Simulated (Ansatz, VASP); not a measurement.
# Two plane-wave programs on WC

Contents of INCAR:

```
PREC     = Accurate       # precision mode
ENCUT    = 520            # plane-wave cutoff, eV
EDIFF    = 1E-6           # SCF threshold, eV
ISMEAR   = 0              # smearing method
SIGMA    = 0.05           # smearing width, eV
LREAL    = F              # projectors in reciprocal space
LASPH    = T              # aspherical terms in the spheres
NELM     = 100            # most SCF steps
ALGO     = Normal         # electronic algorithm
ISIF     = 2              # what is computed and relaxed
LWAVE    = F              # write WAVECAR
LCHARG   = F              # write CHGCAR
GGA      = PE             # functional
NBANDS   = 16             # bands
```

The input KPOINTS:

```
Automatic mesh
0
Gamma
  18 18 14
```

File POSCAR:

```
WC
1.0
    2.9065000000      0.0000000000      0.0000000000
   -1.4532500000      2.5171028400      0.0000000000
    0.0000000000      0.0000000000      2.8366000000
W C
1 1
Direct
    0.0000000000      0.0000000000      0.0000000000
    0.6666666700      0.3333333300      0.5000000000
```

Input for Ansatz:

```yaml
crystal:
  lattice:
    - [2.9065, 0.0, 0.0]
    - [-1.45325, 2.51710284, 0.0]
    - [0.0, 0.0, 2.8366]
  atoms:
    - { symbol: W, position: [0.0, 0.0, 0.0] }
    - { symbol: C, position: [0.66666667, 0.33333333, 0.5] }
basis:
  ecutwfc: 420
kpoints:
  mp_grid: { grid: [18, 18, 14] }
hamiltonian:
  xc: pbe
scf:
  occupations: { method: gaussian, width: 0.05 }
output:
  forces: true
  eigenvalues: true
  eigenstates:
    nscf_kmesh: { grid: [30, 30, 24] }
    top_band: c6
    de_dk: true
    localisation: true
  stress: true
checkpoint:
  write: ck
  compress: false
  write_wavefunctions: false
  write_every: 100000
```

Alike in both runs: task single point; functional PBE; k mesh 18 × 18 × 14; occupations gaussian, width 0.05 eV; no spin polarisation.

|  | VASP | Ansatz |
| --- | --- | --- |
| version | VASP 6.6.1 | Ansatz 0.2.0 |
| potentials or method | VASP PAW PBE potentials, release 64 (W_sv, C) | scalar-relativistic, plane waves, PAW |
| plane-wave cutoff (eV) | 520 | 420 |
| valence electrons in the cell | 18 | 18 |

|  | VASP | Ansatz | Ansatz less VASP |
| --- | --- | --- | --- |
| pressure (GPa) | 6.7 | 5.5 | -1.12 |
| largest component of the traceless stress (GPa) | 0.04 | 0.16 | +0.113 |

With one functional, cell and mesh, what is left measures potentials, basis and numerics.

The runs have no spin-orbit coupling, so splittings on W are missing.
